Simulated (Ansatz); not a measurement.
Pb:

```
Pb
1.0
     0.00000    3.43900    3.43900
     3.43900    0.00000    3.43900
     3.43900    3.43900    0.00000
Pb
2
Direct
  0.25000 0.25000 0.25000
  0.00000 0.00000 0.00000
```

This isn't the form of Pb at room conditions, which is fcc.

* Program: Ansatz 0.2.0
* Task: relaxation of cell and atoms
* Functional: PBE
* Dispersion: D3(BJ)
* Potentials or basis: Ansatz PAW
* Cutoff: 420 eV (not typed: the program's choice for these potentials)
* k mesh: 7 × 7 × 7
* Occupations: fermi-dirac, width 0.05 eV
* Spin: no spin polarisation

At the start: volume 40.67 Å³/atom.

Task: How do energy, volume and symmetry change on relaxing?

Result: It ends after 4 steps and the volume is 42.23 Å³/atom (+3.8 %); space group Fd-3m (No. 227, to 0.05 Å).

The path:
| step | energy change (eV) | largest force (eV/Å) | volume (Å³) |
| --- | --- | --- | --- |
| 1 | 0.0000 | 0.0000 | 81.34 |
| 2 | -0.0098 | 0.0000 | 84.79 |
| 3 | -0.0099 | 0.0000 | 84.46 |
| 4 | -0.0102 | 0.0000 | 84.46 |

Final structure:
```yaml
crystal:
  lattice:
    - [0.00000, 3.48241, 3.48241]
    - [3.48241, 0.00000, 3.48241]
    - [3.48241, 3.48241, 0.00000]
  atoms:
    - { symbol: Pb, position: [0.25000, 0.25000, 0.25000] }
    - { symbol: Pb, position: [0.00000, 0.00000, 0.00000] }
```

Caveat: the plane-wave basis is chosen anew once the cell has moved, so the energies of steps on either side of that aren't comparable; pairwise dispersion overbinds metals, which lowers pressure and volume.
